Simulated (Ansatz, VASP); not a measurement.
Ru: VASP beside Ansatz

INCAR

```
PREC     = Accurate       # precision mode
ENCUT    = 520            # plane-wave cutoff, eV
EDIFF    = 1E-7           # SCF threshold, eV
ISMEAR   = -1             # smearing method
SIGMA    = 0.05           # smearing width, eV
LREAL    = False          # projectors in reciprocal space
LASPH    = True           # aspherical terms in the spheres
NELM     = 80             # most SCF steps
ALGO     = Fast           # electronic algorithm
ISIF     = 2              # what is computed and relaxed
LWAVE    = False          # write WAVECAR
LCHARG   = False          # write CHGCAR
GGA      = RE             # functional
NBANDS   = 21             # bands
```

The input KPOINTS:

```
regular mesh
0
Gamma
  11 11 6
```

POSCAR

```
Ru
1.0
    2.7058000000      0.0000000000      0.0000000000
   -1.3529000000      2.3432915376      0.0000000000
    0.0000000000      0.0000000000      4.2819000000
Ru
2
Direct
    0.6666666667      0.3333333333      0.7500000000
    0.3333333333      0.6666666667      0.2500000000
```

Contents of input.yaml:

```yaml
crystal:
  lattice:
    - [2.7058, 0.0, 0.0]
    - [-1.3529, 2.3432915376, 0.0]
    - [0.0, 0.0, 4.2819]
  atoms:
    - { symbol: Ru, position: [0.6666666667, 0.3333333333, 0.75] }
    - { symbol: Ru, position: [0.3333333333, 0.6666666667, 0.25] }
hamiltonian:
  xc: revpbe
  pseudopotentials: { kind: paw }
kpoints:
  mp_grid: { grid: [11, 11, 6] }
  band_path:
    path:
      - [[0.0, 0.0, 0.0], [0.5, 0.0, 0.0], [0.3333333333, 0.3333333333, 0.0], [0.0, 0.0, 0.0], [0.0, 0.0, 0.5], [0.5, 0.0, 0.5], [0.3333333333, 0.3333333333, 0.5], [0.0, 0.0, 0.5]]
      - [[0.5, 0.0, 0.5], [0.5, 0.0, 0.0]]
      - [[0.3333333333, 0.3333333333, 0.0], [0.3333333333, 0.3333333333, 0.5]]
    npoints: 14
scf:
  occupations: { method: fermi_dirac, width: 0.05 }
  n_extra_bands: 6
output:
  forces: true
  stress: true
  eigenvalues: true
  fatbands: true
```

Alike in both runs: functional revPBE; k mesh 11 × 11 × 6; occupations fermi-dirac, width 0.05 eV; no spin polarisation.

|  | VASP | Ansatz |
| --- | --- | --- |
| version | VASP 6.6.1 | Ansatz 0.2.0 |
| potentials or method | VASP PAW PBE potentials, release 64 (Ru_pv) | Ansatz PAW |
| plane-wave cutoff (eV) | 520 | 420 |
| valence electrons in the cell | 28 | 32 |
| task | single point | band structure |

|  | VASP | Ansatz | Ansatz less VASP |
| --- | --- | --- | --- |
| gap on the k mesh at the Fermi level (eV) | none | none | - |
| pressure (GPa) | 7.7 | 7.8 | +0.06 |

A gap of «none» marks a metal or a gap that the smearing closes. The two sets of potentials don't hold the same shells in valence.

Caveats: the PAW data sets were made with another functional, which shifts forces and pressure a little (VASP); the PAW data sets come from PBE, with cores solved anew for the run's functional, which leaves a small shift of forces and pressure (Ansatz).
